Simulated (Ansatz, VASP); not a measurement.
**Two plane-wave programs on Co**

```
Co
1.0
    -1.37713    1.37713    1.37713
     1.37713   -1.37713    1.37713
     1.37713    1.37713   -1.37713
Co
1
Cartesian
  0.0000 0.0000 0.0000
```

Alike in both runs: task single point; functional revPBE; k mesh 17 × 17 × 17; occupations fermi-dirac, width 0.05 eV; collinear spin.

|  | VASP | Ansatz |
| --- | --- | --- |
| version | VASP 6.6.1 | Ansatz 0.2.0 |
| potentials or method | VASP PAW PBE potentials, release 64 (Co) | plane waves (420 eV) with PAW, scalar-relativistic |
| plane-wave cutoff (eV) | 520 | 420 |
| valence electrons in the cell | 9 | 17 |

```tsv
	VASP	Ansatz	Ansatz less VASP
pressure (GPa)	18.0	19.1	+1.10
net moment per atom (μB)	1.73	1.74	+0.012
size of the moment on the site where the two differ most (μB)	1.74	1.80	+0.063
```

Site moments also hang on the region over which each program counts them. The two sets of potentials don't hold the same shells in valence.

Caveats: so large a pressure means that the cell lies far from this level's equilibrium, or that cutoff or potentials fall short (VASP); the potentials were made for another functional, which shifts forces and pressure (VASP).
